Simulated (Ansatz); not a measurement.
How far is PAW off for CuI?

```yaml
crystal:
  lattice:
    - [3.77050, -3.74820, 0.00000]
    - [3.77050, 3.74820, 0.00000]
    - [0.00000, 0.00000, 4.30700]
  atoms:
    - { symbol: Cu, position: [0.42044, 0.57956, 0.75000] }
    - { symbol: Cu, position: [0.57956, 0.42044, 0.25000] }
    - { symbol: I, position: [0.77004, 0.22996, 0.75000] }
    - { symbol: I, position: [0.22996, 0.77004, 0.25000] }
```

Atoms are numbered in the order listed.

Structure from Materials Project entry mp-1007922 (possibly hypothetical), not relaxed further. The listed cell was then made from it by scaling, straining or moving an atom.

No spin–orbit coupling, which matters for the heavy atoms here.

All numbers are computed: DFT, PBE, PAW with Ansatz's default frozen-core files, scalar-relativistic (Ansatz 0.2.0); DFT, PBE, all-electron PAW with datasets made for the crystal, scalar-relativistic (Ansatz 0.2.0); DFT, PBE, all-electron LAPW, scalar-relativistic (Ansatz 0.2.0).

For PAW: a Γ-centred 5×5×6 k mesh, Fermi–Dirac smearing of 0.02 eV, cutoff 420 eV, no spin polarisation. The crystal-made all-electron datasets (AE datasets) take a cutoff of 280 eV at this cell. LAPW targets a basis error of 0.5 meV/atom. The Ansatz runs share mesh, smearing and spin set-up. Plane-wave (PAW) pressures include the program's estimate of the Pulay term.

Stress and pressure are positive in compression.

The change that made this cell: equal xx and yy strain of +1 %.

| quantity | PAW | AE datasets | LAPW |
| --- | --- | --- | --- |
| pressure (GPa) | 0.74 | 0.75 | 0.75 |
| stress xx (GPa) | 0.77 | 0.77 | 0.77 |
| stress yy (GPa) | 0.52 | 0.53 | 0.53 |
| stress zz (GPa) | 0.94 | 0.94 | 0.94 |
| force on Cu1, y (eV/Å) | 0.065 | 0.065 | 0.064 |
| force on I3, y (eV/Å) | 0.024 | 0.021 | 0.021 |
| band gap (eV) | 0.984 | 0.980 | 0.980 |

PAW's pressure differs from the LAPW value by about 0.01 GPa or less.
